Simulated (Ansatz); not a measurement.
# BeSe: a single-point run

Wanted: a converged single-point run for BeSe, and a check of what comes out. The structure is shown as the input types it.

Program: Ansatz 0.2.0. Level of theory: density functional or hybrid calculation with the settings of its input, plane waves (as first typed). These are calculated values, not measurements.

3 further runs of the same task are left out: 3 that didn't finish.

## 1. The system as given

Symmetry: F-43m, No. 216, cubic system. Conventional cell: a = 5.162 Å, b = 5.162 Å, c = 5.162 Å, α = 90.00°, β = 90.00°, γ = 90.00°. Be (site symmetry -43m) has 4 Se at 2.24 Å as nearest neighbours. Around Se (site symmetry -43m) lie 4 Be at 2.24 Å.

The input asks for a charge of -0.05 e on the cell.

Structure file:

```cif
data_structure
_symmetry_space_group_name_H-M 'F-43m'
_symmetry_Int_Tables_number 216
_cell_length_a 5.1621
_cell_length_b 5.1621
_cell_length_c 5.1621
_cell_angle_alpha 90.000
_cell_angle_beta 90.000
_cell_angle_gamma 90.000
_cell_volume 137.55
loop_
_atom_site_label
_atom_site_type_symbol
_atom_site_symmetry_multiplicity
_atom_site_Wyckoff_symbol
_atom_site_fract_x
_atom_site_fract_y
_atom_site_fract_z
_atom_site_occupancy
Be1 Be 4 a 0.00000 0.00000 0.00000 1
Se1 Se 4 d 0.25000 0.25000 0.75000 1
```

## 2. Input and run

input.yaml

```yaml
crystal:
  lattice:
    - [0.0, 2.5810353763, 2.5810353763]
    - [2.5810353763, 0.0, 2.5810353763]
    - [2.5810353763, 2.5810353763, 0.0]
  atoms:
    - { symbol: Be, position: [0.0, 0.0, 0.0] }
    - { symbol: Se, position: [0.25, 0.25, 0.25] }
kpoints:
  mp_grid: { grid: [6, 6, 6] }
hamiltonian:
  xc: r2scan
scf:
  occupations: { method: fixed }
  n_extra_bands: 4
  max_iter: 93
output:
  forces: true
  stress: true
  eigenvalues: true
total_charge: -0.05
```

On the command line:

```bash
ansatz run input.yaml --threads 4 --pin off --max-ram 3686MiB --backend cpu --events-out ev --progress --plain --runs-dir out
```

**Question.** How will this run end, and is anything wrong with its input?

The program refused the input before any cycle. The line that matters: «inconsistent input (total_charge, scf.occupations.method): -0.05 gives a fractional electron count (18.050) which fixed/explicit occupations and the σ = 0 step fill (a smearing width below the step floor) cannot realise ...»

The typed charge leaves an electron count that fixed occupations can't fill in whole bands.

Remedy: remove the charge, or use smearing if the charged cell is meant.
